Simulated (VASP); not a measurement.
A run of VASP 6.6.1:

The input INCAR:

```
SYSTEM = P
ALGO     = Normal         ! electronic algorithm
EDIFF    = 1E-7           ! SCF threshold, eV
ENCUT    = 520            ! plane-wave cutoff, eV
ISIF     = 2              ! what is computed and relaxed
ISMEAR   = 0              ! smearing method
LASPH    = .True.         ! aspherical terms in the spheres
LCHARG   = .False.        ! write CHGCAR
LMIXTAU  = .True.       
LREAL    = .False.        ! projectors in reciprocal space
LWAVE    = .False.        ! write WAVECAR
METAGGA  = R2SCAN         ! meta-GGA
NELM     = 60             ! most SCF steps
PREC     = Accurate       ! precision mode
SIGMA    = 0.02           ! smearing width, eV
```

File KPOINTS:

```
k-points
0
Gamma
  8 8 6
  0 0 0
```

The input POSCAR:

```
P
1.0
    1.6477431241     -5.4650377251      0.0000000000
    1.6477431241      5.4650377251      0.0000000000
    0.0000000000      0.0000000000      4.5436355900
P
4
Direct
    0.9041431300      0.0958568700      0.5888151700
    0.0958568700      0.9041431300      0.4111848300
    0.5958568700      0.4041431300      0.0888151700
    0.4041431300      0.5958568700      0.9111848300
```

The input KPOINTS_OPT:

```
path GXSRAZGYX1A1TY,ZT
20
line-mode
reciprocal
 0.0000000000  0.0000000000  0.0000000000  G
 0.2727265073  0.2727265073  0.0000000000  X

 0.2727265073  0.2727265073  0.0000000000  X
 0.0000000000  0.5000000000  0.0000000000  S

 0.0000000000  0.5000000000  0.0000000000  S
 0.0000000000  0.5000000000  0.5000000000  R

 0.0000000000  0.5000000000  0.5000000000  R
 0.2727265073  0.2727265073  0.5000000000  A

 0.2727265073  0.2727265073  0.5000000000  A
 0.0000000000  0.0000000000  0.5000000000  Z

 0.0000000000  0.0000000000  0.5000000000  Z
 0.0000000000  0.0000000000  0.0000000000  G

 0.0000000000  0.0000000000  0.0000000000  G
-0.5000000000  0.5000000000  0.0000000000  Y

-0.5000000000  0.5000000000  0.0000000000  Y
-0.2727265073  0.7272734927  0.0000000000  X1

-0.2727265073  0.7272734927  0.0000000000  X1
-0.2727265073  0.7272734927  0.5000000000  A1

-0.2727265073  0.7272734927  0.5000000000  A1
-0.5000000000  0.5000000000  0.5000000000  T

-0.5000000000  0.5000000000  0.5000000000  T
-0.5000000000  0.5000000000  0.0000000000  Y

 0.0000000000  0.0000000000  0.5000000000  Z
-0.5000000000  0.5000000000  0.5000000000  T
```

Potentials or basis: VASP PAW PBE potentials, release 64 (P).

Launch:

```bash
$ cat potpaw_PBE.64/P/POTCAR > POTCAR
$ mpirun -np 1 vasp_std > vasp.out
```

Hardware: 1 thread of Intel(R) Xeon(R) Platinum 8259CL CPU @ 2.50GHz (Skylake/Cascade Lake) (shared host).

Question: How long does it take, and how much memory?

Answer: Wall time 19 min on 1 thread of Intel(R) Xeon(R) Platinum 8259CL CPU @ 2.50GHz (Skylake/Cascade Lake), on a shared host, peak memory 0.3 GiB. Counts: scf iterations 50, k points 84.
